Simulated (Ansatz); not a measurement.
Geometry optimisation in Ansatz: input, command and trajectory.

```yaml
crystal:
  lattice:
    - [3.0291601502, -1.7706653551, 0.0121513665]
    - [3.0291601502, 1.7706653551, 0.0121513665]
    - [-2.5282226563, 0.0, 3.7162405365]
  atoms:
    - { symbol: O, position: [0.0204886948, 0.0204886948, 0.1475889247], spin: 0.61 }
    - { symbol: O, position: [0.9795113052, 0.9795113052, 0.8524110753], spin: 0.61 }
basis:
  ecutwfc: 420
kpoints:
  mp_grid: { grid: [10, 10, 8] }
hamiltonian:
  xc: pbe
  dispersion: d3bj
scf:
  occupations: { method: gaussian, width: 0.02 }
output:
  forces: true
  stress: true
  eigenvalues: true
  populations: true
magnetization:
  spin_polarized: true
relax:
  adjacent_minimum: "off"
  f_tol: 0.01
  max_steps: 30
  cell: { stress_tol: 0.1, fix: [volume] }
```

```bash
ansatz run input.yaml --threads 1 --pin off --max-ram 2560MiB --backend cpu --events-out ev --progress --plain --runs-dir out
```

Computed with DFT PBE+D3(BJ), scalar-relativistic, plane waves, PAW (Ansatz).

The volume is held at 0.97 times that of the relaxed cell.

Of 7 frames 7 are shown, positions in Å and forces in eV/Å; the SCF threshold varies from step to step. Steps run on the plane waves of an earlier cell, with a Pulay correction in the pressure. The basis is chosen afresh for the last frame, the zero of the energies, and at times for earlier ones too; energy and pressure step there, also at an unchanged geometry. The mark taken_back stands on steps that the optimiser undid.

```xyz
2
Lattice="3.0292 -1.7707 0.0122 3.0292 1.7707 0.0122 -2.5282 0.0000 3.7162" Properties=species:S:1:pos:R:3:forces:R:3 pbc="T T T" step=1 free_energy_over_end_meV_per_atom=2.50 pressure_GPa=1.53
O    -0.2490    0.0000    0.5490   -0.3699    0.0000    0.8096
O     3.7791    0.0000    3.1916    0.3699    0.0000   -0.8096
2
Lattice="3.0277 -1.7686 0.0080 3.0277 1.7686 0.0080 -2.5321 0.0000 3.7259" Properties=species:S:1:pos:R:3:forces:R:3 pbc="T T T" step=2 free_energy_over_end_meV_per_atom=-0.02 pressure_GPa=0.41
O    -0.2731    0.0000    0.5428   -0.0721    0.0000    0.1630
O     3.7964    0.0000    3.1990    0.0721    0.0000   -0.1630
2
Lattice="3.0285 -1.7679 0.0065 3.0285 1.7679 0.0065 -2.5347 0.0000 3.7277" Properties=species:S:1:pos:R:3:forces:R:3 pbc="T T T" step=3 free_energy_over_end_meV_per_atom=-0.18 pressure_GPa=0.21
O    -0.2684    0.0000    0.5462   -0.0174    0.0000    0.0505
O     3.7907    0.0000    3.1945    0.0174    0.0000   -0.0505
2
Lattice="3.0230 -1.7707 0.0034 3.0230 1.7707 0.0034 -2.5339 0.0000 3.7310" Properties=species:S:1:pos:R:3:forces:R:3 pbc="T T T" step=4 free_energy_over_end_meV_per_atom=-0.18 pressure_GPa=0.22
O    -0.2669    0.0000    0.5468   -0.0195    0.0000    0.0547
O     3.7790    0.0000    3.1909    0.0195    0.0000   -0.0547
2
Lattice="3.0241 -1.7688 -0.0001 3.0241 1.7688 -0.0001 -2.5391 0.0000 3.7367" Properties=species:S:1:pos:R:3:forces:R:3 pbc="T T T" step=5 free_energy_over_end_meV_per_atom=2.47 pressure_GPa=-1.09 taken_back
O    -0.1928    0.0000    0.5837    0.2212    0.0000   -0.7189
O     3.7018    0.0000    3.1529   -0.2212    0.0000    0.7189
2
Lattice="3.0258 -1.7579 -0.0153 3.0258 1.7579 -0.0153 -2.5594 0.0000 3.7706" Properties=species:S:1:pos:R:3:forces:R:3 pbc="T T T" step=6 free_energy_over_end_meV_per_atom=-0.27 pressure_GPa=0.15
O    -0.2525    0.0000    0.5541   -0.0007    0.0000    0.0081
O     3.7448    0.0000    3.1859    0.0007    0.0000   -0.0081
2
Lattice="3.0258 -1.7579 -0.0153 3.0258 1.7579 -0.0153 -2.5594 0.0000 3.7706" Properties=species:S:1:pos:R:3:forces:R:3 pbc="T T T" step=7 free_energy_over_end_meV_per_atom=0.00 pressure_GPa=0.12
O    -0.2525    0.0000    0.5541    0.0003    0.0000    0.0067
O     3.7448    0.0000    3.1859   -0.0003    0.0000   -0.0067
```

The run took 110 s on 1 thread of Arm Neoverse V1 (shared host), peak memory 0.44 GiB.